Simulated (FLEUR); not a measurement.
# Ti (P6_3/mmc) in FLEUR: further runs, part 2 of 2

FLEUR MaX-R8.1 (later development tree). Earlier steps stand in the parts before.

### Step 3. Equation of state, SCAN, 16.58 Å³/atom (volume scaled by 0.94)

inp.xml reads:

```xml
<?xml version="1.0" encoding="UTF-8" standalone="no"?>
<fleurInput fleurInputVersion="0.39">
   <comment>
      Ti                                                                                                  
   </comment>
   <calculationSetup>
      <cutoffs Kmax="4.1" Gmax="12.7" GmaxXC="12.7" numbands="0"/>
      <scfLoop itmax="60" minDistance="0.00001" maxIterBroyd="15" imix="Anderson" alpha="0.05" precondParam="0.0" spinf="2.0" sdNocoIR="T"/>
      <coreElectrons ctail="F" frcor="F" kcrel="0" coretail_lmax="0"/>
      <xcFunctional name="LibXC" relativisticCorrections="F">
         <LibXCName exchange="mgga_x_scan" correlation="mgga_c_scan"/>
         <AuxGGA exchange="117" correlation="130"/>
      </xcFunctional>
      <magnetism jspins="1"/>
      <soc l_soc="F" theta="0.0" phi="0.0" spav="F"/>
      <expertModes spex="0" secvar="F"/>
      <geometryOptimization l_f="F" forcealpha="1.0" forcemix="BFGS" epsdisp="0.00001" epsforce="0.00001"/>
      <ldaU l_linMix="F" mixParam="0.05" spinf="1.0"/>
   </calculationSetup>
   <cell>
      <bzIntegration valenceElectrons="24.0" mode="hist" fermiSmearingEnergy="0.00183747">
         <kPointListSelection listName="default-1"/>
         <!-- k-points included here -->
         <xi:include xmlns:xi="http://www.w3.org/2001/XInclude" href="kpts.xml"> </xi:include>
      </bzIntegration>
      <!-- symmetry operations included here -->
      <xi:include xmlns:xi="http://www.w3.org/2001/XInclude" href="sym.xml"> </xi:include>
      <bulkLattice scale="0.9795861087">
         <bravaisMatrix>
            <row-1>    5.5746920675700000     0.0000000000000000     0.0000000000000000</row-1>
            <row-2>   -2.7873460337850000     4.8278249488590683     0.0000000000000000</row-2>
            <row-3>    0.0000000000000000     0.0000000000000000     8.8439182631279998</row-3>
         </bravaisMatrix>
      </bulkLattice>
   </cell>
   <atomSpecies>
      <species name="Titanium (Ti)" element="Ti" atomicNumber="22">
         <mtSphere radius="2.46" gridPoints="837" logIncrement="0.014"/>
         <atomicCutoffs lmax="10" lnonsphr="8"/>
         <electronConfig flipSpins="F">
            <coreConfig>(1s1/2) (2s1/2) (2p1/2) (2p3/2)</coreConfig>
            <valenceConfig>(3s1/2) (3p1/2) (3p3/2) (4s1/2) (3d3/2) (3d5/2)</valenceConfig>
            <stateOccupation state="(3d3/2)" spinUp="0.400000" spinDown="0.400000"/>
            <stateOccupation state="(3d5/2)" spinUp="0.600000" spinDown="0.600000"/>
         </electronConfig>
         <energyParameters s="4" p="4" d="3" f="4"/>
         <lo type="SCLO" l="0" n="3" eDeriv="0"/>
         <lo type="SCLO" l="1" n="3" eDeriv="0"/>
         <lo type="SCLO" l="1" n="3" eDeriv="1"/>
         <lo type="SCLO" l="2" n="3" eDeriv="2"/>
         <lo type="SCLO" l="3" n="4" eDeriv="2"/>
      </species>
   </atomSpecies>
   <atomGroups>
      <atomGroup species="Titanium (Ti)">
         <relPos label="                   1">-1.000/3.000 1.000/3.000 -1.000/4.000</relPos>
         <relPos label="                   2">1.000/3.000 -1.000/3.000 1.000/4.000</relPos>
         <force calculate="T" relaxXYZ="TTT"/>
      </atomGroup>
   </atomGroups>
   <output dos="F" band="F" slice="F">
      <checks vchk="F" cdinf="F"/>
      <bandDOS minEnergy="-.5*Htr" maxEnergy="0.5*Htr" sigma="0.015" storeEVData="T"/>
      <vacuumDOS vacdos="F" integ="F" star="F" nstars="0" locx1="0.0" locy1="0.0" locx2="0.0" locy2="0.0" nstm="0" tworkf="0.0"/>
      <unfoldingBand unfoldBand="F" supercellX="1" supercellY="1" supercellZ="1"/>
      <plotting iplot="0" polar="F">
         <plot TwoD="T" vec1="  1.0  0.0  0.0" vec2="  0.0  1.0  0.0" vec3="  0.0  0.0  1.0" zero="  0.0  0.0  0.0" file="plot"/>
      </plotting>
      <chargeDensitySlicing numkpt="0" minEigenval="0.0" maxEigenval="0.0" nnne="0" pallst="F"/>
      <specialOutput eonly="F"/>
      <moessbauerParams electricFieldGradient="T" isomerShift="T" coreHyperfine="T" valenceHyperfine="T"/>
      <magneticCircularDichroism mcd="F" energyLo="-10.0" energyUp="0.0"/>
   </output>
  <!-- We include the file relax.xml here to enable relaxations (see documentation) -->
  <xi:include xmlns:xi="http://www.w3.org/2001/XInclude" href="relax.xml"> <xi:fallback/> </xi:include>
</fleurInput>
```

Potentials or basis: all-electron, FLAPW.

Started as:

```console
inpgen -f crystal.txt -profile fastHighL
# inp.xml edited to the form shown
fleur_MPI
```

The log of the run:

```text
Welcome to FLEUR        (www.flapw.de)
      MaX-Release 8.1          (www.max-centre.eu)
 func_ids         267         263         267         263
 MetaGGA potential functional detected - V_tau will be computed
 Auxiliary Potential for radial basis: exchange=         117  correlation=         130
The functional 'SCAN exchange of Sun, Ruzsinszky, and Perdew' is an exchange functional, it belongs to the 'MGGA' family and is defined in the reference(s):
[1] J. Sun, A. Ruzsinszky, and J. P. Perdew.,  Phys. Rev. Lett. 115, 036402 (2015)
The functional 'SCAN correlation of Sun, Ruzsinszky, and Perdew' is a correlation functional, it belongs to the 'MGGA' family and is defined in the reference(s):
[1] J. Sun, A. Ruzsinszky, and J. P. Perdew.,  Phys. Rev. Lett. 115, 036402 (2015)
 Using same functional for VXC and EXC

 ========== k-point set info ==========
 Selected k-point list: default-1
 k-point list type: mesh
 10 x 10 x 6
 Number of k points: 56

 ------------Calculation Setup---------------------------
 Number of MPI-tasks      :            1
 Number of PE/node        :            1
 Number of OMP-threads    :            1
 Most efficient MPI parallelization for:
           1           2           4           7           8          14          28          56
 Additional eigenvalue parallelization possible
 Number of basis functions:          345
 Approximate size of matrices (H+S) per k-point:         0.002 GB
 --------------------------------------------------------
The functional 'Hammer, Hansen, and Norskov' is an exchange functional, it belongs to the 'GGA' family and is defined in the reference(s):
[1] B. Hammer, L. B. Hansen, and J. K. Nørskov.,  Phys. Rev. B 59, 7413 (1999)
The functional 'Perdew, Burke & Ernzerhof' is a correlation functional, it belongs to the 'GGA' family and is defined in the reference(s):
[1] J. P. Perdew, K. Burke, and M. Ernzerhof.,  Phys. Rev. Lett. 77, 3865 (1996)
[2] J. P. Perdew, K. Burke, and M. Ernzerhof.,  Phys. Rev. Lett. 78, 1396 (1997)
 Using same functional for VXC and EXC
 Using auxiliary GGA potential for the first iteration of MetaGGA calculation.
 Reset of history
 Reset of history
 Iteration:     1   Distance:      18.36076621 me/bohr^3
The functional 'Hammer, Hansen, and Norskov' is an exchange functional, it belongs to the 'GGA' family and is defined in the reference(s):
[1] B. Hammer, L. B. Hansen, and J. K. Nørskov.,  Phys. Rev. B 59, 7413 (1999)
The functional 'Perdew, Burke & Ernzerhof' is a correlation functional, it belongs to the 'GGA' family and is defined in the reference(s):
[1] J. P. Perdew, K. Burke, and M. Ernzerhof.,  Phys. Rev. Lett. 77, 3865 (1996)
[2] J. P. Perdew, K. Burke, and M. Ernzerhof.,  Phys. Rev. Lett. 78, 1396 (1997)
 Using same functional for VXC and EXC
 Iteration:     2   Distance:      17.95815098 me/bohr^3
The functional 'Hammer, Hansen, and Norskov' is an exchange functional, it belongs to the 'GGA' family and is defined in the reference(s):
[1] B. Hammer, L. B. Hansen, and J. K. Nørskov.,  Phys. Rev. B 59, 7413 (1999)
The functional 'Perdew, Burke & Ernzerhof' is a correlation functional, it belongs to the 'GGA' family and is defined in the reference(s):
[1] J. P. Perdew, K. Burke, and M. Ernzerhof.,  Phys. Rev. Lett. 77, 3865 (1996)
[2] J. P. Perdew, K. Burke, and M. Ernzerhof.,  Phys. Rev. Lett. 78, 1396 (1997)
 Using same functional for VXC and EXC
 Iteration:     3   Distance:      16.89604492 me/bohr^3
The functional 'Hammer, Hansen, and Norskov' is an exchange functional, it belongs to the 'GGA' family and is defined in the reference(s):
[1] B. Hammer, L. B. Hansen, and J. K. Nørskov.,  Phys. Rev. B 59, 7413 (1999)
The functional 'Perdew, Burke & Ernzerhof' is a correlation functional, it belongs to the 'GGA' family and is defined in the reference(s):
[1] J. P. Perdew, K. Burke, and M. Ernzerhof.,  Phys. Rev. Lett. 77, 3865 (1996)
[2] J. P. Perdew, K. Burke, and M. Ernzerhof.,  Phys. Rev. Lett. 78, 1396 (1997)
 Using same functional for VXC and EXC
 Iteration:     4   Distance:       6.81181376 me/bohr^3
The functional 'Hammer, Hansen, and Norskov' is an exchange functional, it belongs to the 'GGA' family and is defined in the reference(s):
[1] B. Hammer, L. B. Hansen, and J. K. Nørskov.,  Phys. Rev. B 59, 7413 (1999)
The functional 'Perdew, Burke & Ernzerhof' is a correlation functional, it belongs to the 'GGA' family and is defined in the reference(s):
[1] J. P. Perdew, K. Burke, and M. Ernzerhof.,  Phys. Rev. Lett. 77, 3865 (1996)
[2] J. P. Perdew, K. Burke, and M. Ernzerhof.,  Phys. Rev. Lett. 78, 1396 (1997)
 Using same functional for VXC and EXC
 Iteration:     5   Distance:       1.75340606 me/bohr^3
The functional 'Hammer, Hansen, and Norskov' is an exchange functional, it belongs to the 'GGA' family and is defined in the reference(s):
[1] B. Hammer, L. B. Hansen, and J. K. Nørskov.,  Phys. Rev. B 59, 7413 (1999)
The functional 'Perdew, Burke & Ernzerhof' is a correlation functional, it belongs to the 'GGA' family and is defined in the reference(s):
[1] J. P. Perdew, K. Burke, and M. Ernzerhof.,  Phys. Rev. Lett. 77, 3865 (1996)
[2] J. P. Perdew, K. Burke, and M. Ernzerhof.,  Phys. Rev. Lett. 78, 1396 (1997)
 Using same functional for VXC and EXC
 Iteration:     6   Distance:       0.64861447 me/bohr^3
The functional 'Hammer, Hansen, and Norskov' is an exchange functional, it belongs to the 'GGA' family and is defined in the reference(s):
[1] B. Hammer, L. B. Hansen, and J. K. Nørskov.,  Phys. Rev. B 59, 7413 (1999)
The functional 'Perdew, Burke & Ernzerhof' is a correlation functional, it belongs to the 'GGA' family and is defined in the reference(s):
[1] J. P. Perdew, K. Burke, and M. Ernzerhof.,  Phys. Rev. Lett. 77, 3865 (1996)
[2] J. P. Perdew, K. Burke, and M. Ernzerhof.,  Phys. Rev. Lett. 78, 1396 (1997)
 Using same functional for VXC and EXC
 Iteration:     7   Distance:       0.12070979 me/bohr^3
The functional 'Hammer, Hansen, and Norskov' is an exchange functional, it belongs to the 'GGA' family and is defined in the reference(s):
[1] B. Hammer, L. B. Hansen, and J. K. Nørskov.,  Phys. Rev. B 59, 7413 (1999)
The functional 'Perdew, Burke & Ernzerhof' is a correlation functional, it belongs to the 'GGA' family and is defined in the reference(s):
[1] J. P. Perdew, K. Burke, and M. Ernzerhof.,  Phys. Rev. Lett. 77, 3865 (1996)
[2] J. P. Perdew, K. Burke, and M. Ernzerhof.,  Phys. Rev. Lett. 78, 1396 (1997)
 Using same functional for VXC and EXC
 Iteration:     8   Distance:       0.06659485 me/bohr^3
The functional 'Hammer, Hansen, and Norskov' is an exchange functional, it belongs to the 'GGA' family and is defined in the reference(s):
[1] B. Hammer, L. B. Hansen, and J. K. Nørskov.,  Phys. Rev. B 59, 7413 (1999)
The functional 'Perdew, Burke & Ernzerhof' is a correlation functional, it belongs to the 'GGA' family and is defined in the reference(s):
[1] J. P. Perdew, K. Burke, and M. Ernzerhof.,  Phys. Rev. Lett. 77, 3865 (1996)
[2] J. P. Perdew, K. Burke, and M. Ernzerhof.,  Phys. Rev. Lett. 78, 1396 (1997)
 Using same functional for VXC and EXC
 Iteration:     9   Distance:       0.00933423 me/bohr^3
[... 22 lines left out ...]
[1] B. Hammer, L. B. Hansen, and J. K. Nørskov.,  Phys. Rev. B 59, 7413 (1999)
The functional 'Perdew, Burke & Ernzerhof' is a correlation functional, it belongs to the 'GGA' family and is defined in the reference(s):
[1] J. P. Perdew, K. Burke, and M. Ernzerhof.,  Phys. Rev. Lett. 77, 3865 (1996)
[2] J. P. Perdew, K. Burke, and M. Ernzerhof.,  Phys. Rev. Lett. 78, 1396 (1997)
 Using same functional for VXC and EXC
 Iteration:    13   Distance:       0.00029275 me/bohr^3
The functional 'Hammer, Hansen, and Norskov' is an exchange functional, it belongs to the 'GGA' family and is defined in the reference(s):
[1] B. Hammer, L. B. Hansen, and J. K. Nørskov.,  Phys. Rev. B 59, 7413 (1999)
The functional 'Perdew, Burke & Ernzerhof' is a correlation functional, it belongs to the 'GGA' family and is defined in the reference(s):
[1] J. P. Perdew, K. Burke, and M. Ernzerhof.,  Phys. Rev. Lett. 77, 3865 (1996)
[2] J. P. Perdew, K. Burke, and M. Ernzerhof.,  Phys. Rev. Lett. 78, 1396 (1997)
 Using same functional for VXC and EXC
 Iteration:    14   Distance:       0.00015957 me/bohr^3
The functional 'Hammer, Hansen, and Norskov' is an exchange functional, it belongs to the 'GGA' family and is defined in the reference(s):
[1] B. Hammer, L. B. Hansen, and J. K. Nørskov.,  Phys. Rev. B 59, 7413 (1999)
The functional 'Perdew, Burke & Ernzerhof' is a correlation functional, it belongs to the 'GGA' family and is defined in the reference(s):
[1] J. P. Perdew, K. Burke, and M. Ernzerhof.,  Phys. Rev. Lett. 77, 3865 (1996)
[2] J. P. Perdew, K. Burke, and M. Ernzerhof.,  Phys. Rev. Lett. 78, 1396 (1997)
 Using same functional for VXC and EXC
 Iteration:    15   Distance:       0.00004165 me/bohr^3
The functional 'Hammer, Hansen, and Norskov' is an exchange functional, it belongs to the 'GGA' family and is defined in the reference(s):
[1] B. Hammer, L. B. Hansen, and J. K. Nørskov.,  Phys. Rev. B 59, 7413 (1999)
The functional 'Perdew, Burke & Ernzerhof' is a correlation functional, it belongs to the 'GGA' family and is defined in the reference(s):
[1] J. P. Perdew, K. Burke, and M. Ernzerhof.,  Phys. Rev. Lett. 77, 3865 (1996)
[2] J. P. Perdew, K. Burke, and M. Ernzerhof.,  Phys. Rev. Lett. 78, 1396 (1997)
 Using same functional for VXC and EXC
 Iteration:    16   Distance:       0.00001624 me/bohr^3
The functional 'Hammer, Hansen, and Norskov' is an exchange functional, it belongs to the 'GGA' family and is defined in the reference(s):
[1] B. Hammer, L. B. Hansen, and J. K. Nørskov.,  Phys. Rev. B 59, 7413 (1999)
The functional 'Perdew, Burke & Ernzerhof' is a correlation functional, it belongs to the 'GGA' family and is defined in the reference(s):
[1] J. P. Perdew, K. Burke, and M. Ernzerhof.,  Phys. Rev. Lett. 77, 3865 (1996)
[2] J. P. Perdew, K. Burke, and M. Ernzerhof.,  Phys. Rev. Lett. 78, 1396 (1997)
 Using same functional for VXC and EXC
 Iteration:    17   Distance:       0.00001524 me/bohr^3
The functional 'Hammer, Hansen, and Norskov' is an exchange functional, it belongs to the 'GGA' family and is defined in the reference(s):
[1] B. Hammer, L. B. Hansen, and J. K. Nørskov.,  Phys. Rev. B 59, 7413 (1999)
The functional 'Perdew, Burke & Ernzerhof' is a correlation functional, it belongs to the 'GGA' family and is defined in the reference(s):
[1] J. P. Perdew, K. Burke, and M. Ernzerhof.,  Phys. Rev. Lett. 77, 3865 (1996)
[2] J. P. Perdew, K. Burke, and M. Ernzerhof.,  Phys. Rev. Lett. 78, 1396 (1997)
 Using same functional for VXC and EXC
 Iteration:    18   Distance:       0.00000574 me/bohr^3

 ********************************************************************
 Run finished successfully
 Stop message:
   all done
 ********************************************************************
```

Run time: 26 s. Hardware: 1 thread of Intel Xeon 6975P-C (Granite Rapids), shared host; peak memory 0.09 GiB.

What came out:

* Free energy: -46481.1918 eV
* Band gap on the k mesh: none (metal or under the smearing width)
* Valence electrons inside the program's atomic spheres: Ti 10.53 (radii Ti 2.46 bohr)

Caveat: the meta-GGA is that of a development version, with a GGA for the radial functions and cores and without core tails.

### Step 4. Equation of state, SCAN, 16.93 Å³/atom (volume scaled by 0.96)

Changes to inp.xml since step 3:

```diff
@@ -27,3 +27,3 @@
       <xi:include xmlns:xi="http://www.w3.org/2001/XInclude" href="sym.xml"> </xi:include>
-      <bulkLattice scale="0.9795861087">
+      <bulkLattice scale="0.9864848297">
          <bravaisMatrix>
```

Started as:

```console
inpgen -f crystal.txt -profile fastHighL
# inp.xml edited to the form shown
fleur_MPI
```

Wall time 24 s (1 thread of Intel Xeon 6975P-C (Granite Rapids), shared host); peak memory 0.09 GiB.

Results (log left out):

```yaml
Free_energy: -46481.2058 eV
Band_gap_on_the_k_mesh: none (metal or under the smearing width)
Valence_electrons_inside_the_program's_atomic_spheres: Ti 10.49 (radii Ti 2.46 bohr)
```

Caveat: the meta-GGA is that of a development version, with a GGA for the radial functions and cores and without core tails.

### Step 5. Equation of state, SCAN, 17.64 Å³/atom

Changes to inp.xml since step 4:

```diff
@@ -27,3 +27,3 @@
       <xi:include xmlns:xi="http://www.w3.org/2001/XInclude" href="sym.xml"> </xi:include>
-      <bulkLattice scale="0.9864848297">
+      <bulkLattice scale="1.0000000000">
          <bravaisMatrix>
```

Started as:

```console
inpgen -f crystal.txt -profile fastHighL
# inp.xml edited to the form shown
fleur_MPI
```

Wall time 28 s (1 thread of Intel Xeon 6975P-C (Granite Rapids), shared host); peak memory 0.09 GiB.

It converged, with:

```yaml
Free_energy: -46481.2003 eV
Band_gap_on_the_k_mesh: none (metal or under the smearing width)
Valence_electrons_inside_the_program's_atomic_spheres: Ti 10.43 (radii Ti 2.46 bohr)
```

Caveat: the meta-GGA is that of a development version, with a GGA for the radial functions and cores and without core tails.

### Step 6. Equation of state, SCAN, 18.34 Å³/atom (volume scaled by 1.04)

Changes to inp.xml since step 5:

```diff
@@ -27,3 +27,3 @@
       <xi:include xmlns:xi="http://www.w3.org/2001/XInclude" href="sym.xml"> </xi:include>
-      <bulkLattice scale="1.0000000000">
+      <bulkLattice scale="1.0131594038">
          <bravaisMatrix>
```

Potentials or basis: all-electron, FLAPW.

Started as:

```console
inpgen -f crystal.txt -profile fastHighL
# inp.xml edited to the form shown
fleur_MPI
```

It took 30 s on 1 thread of Intel Xeon 6975P-C (Granite Rapids), shared host; peak memory 0.09 GiB.

The run converged. Its results:

* Free energy: -46481.1560 eV
* Band gap on the k mesh: none (metal or under the smearing width)
* Valence electrons inside the program's atomic spheres: Ti 10.38 (radii Ti 2.46 bohr)

Caveat: the meta-GGA is that of a development version, with a GGA for the radial functions and cores and without core tails.

### Step 7. Equation of state, SCAN, 18.69 Å³/atom (volume scaled by 1.06)

Changes to inp.xml since step 6:

```diff
@@ -27,3 +27,3 @@
       <xi:include xmlns:xi="http://www.w3.org/2001/XInclude" href="sym.xml"> </xi:include>
-      <bulkLattice scale="1.0131594038">
+      <bulkLattice scale="1.0196128224">
          <bravaisMatrix>
```

Started as:

```console
inpgen -f crystal.txt -profile fastHighL
# inp.xml edited to the form shown
fleur_MPI
```

Wall time 30 s (1 thread of Intel Xeon 6975P-C (Granite Rapids), shared host); peak memory 0.09 GiB.

The run converged. Its results:

```yaml
Free_energy: -46481.1217 eV
Band_gap_on_the_k_mesh: none (metal or under the smearing width)
Valence_electrons_inside_the_program's_atomic_spheres: Ti 10.36 (radii Ti 2.46 bohr)
```

Caveat: the meta-GGA is that of a development version, with a GGA for the radial functions and cores and without core tails.

### Step 8. Equation of state, SCAN

No new run: the results of the series are fitted here.

What came out:

| Item | Value |
| --- | --- |
| Equilibrium volume | 17.18 Å³/atom |
| Bulk modulus at fixed shape and positions | 120 GPa |

Energy against volume, from the lowest point:
```csv
volume (Å³/atom),energy (meV/atom)
16.577,6.99
16.930,0.00
17.636,2.72
18.341,24.92
18.694,42.06
```

Caveat: the meta-GGA is that of a development version, with a GGA for the radial functions and cores and without core tails; the cell was scaled at fixed shape and fractional positions, which overstates the stiffness of a crystal with free parameters, most of all of layers and chains.
